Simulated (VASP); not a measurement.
A run of VASP 6.6.1 is set up as follows.

Contents of INCAR:

```
ALGO = Fast
EDIFF = 1E-6
ENCUT = 520
GGA = PE
ISIF = 2
ISMEAR = 0
ISPIN = 2
LASPH = T
LCHARG = F
LDAU = T
LDAUJ = 0 0
LDAUL = 2 -1
LDAUPRINT = 1
LDAUTYPE = 2
LDAUU = 2 0
LMAXMIX = 4
LORBIT = 11
LREAL = F
LWAVE = F
MAGMOM = 4 -2 0 0
NBANDS = 31
NELM = 150
PREC = Accurate
SIGMA = 0.05
```

KPOINTS

```
k-points
0
Gamma
  7 7 7
```

Contents of POSCAR:

```
MnO
1.0
   -1.4847429600      2.5716502300      2.8980711300
    2.9694859100      0.0000000000      2.8980711300
    1.4847429500      2.5716502300      0.0000000000
Mn O
2 2
Direct
    0.0000000000      0.0000000000      0.0000000000
    0.5000000000      0.5000000000      0.5000000000
    0.0833333333      0.4166666667      0.2500000000
    0.5833333333      0.9166666667      0.7500000000
```

Potentials or basis: VASP PAW PBE potentials, release 64 (Mn_pv, O).

Run with:

```bash
$ cat potpaw_PBE.64/Mn_pv/POTCAR potpaw_PBE.64/O/POTCAR > POTCAR
$ mpirun -np 1 vasp_std > vasp.out
```

Problem. Predict the pressure.

Solution. -1.3 GPa.

Problem. Estimate the largest force.

Solution. 0.112 eV/Å.

Forces in eV/Å, atoms in the order of the input:
```
Mn   0.097 -0.056  0.000
Mn   0.097 -0.056  0.000
O   -0.097  0.056  0.000
O   -0.097  0.056  0.000
```

 The state reached can hang on the start; a lower one may exist.
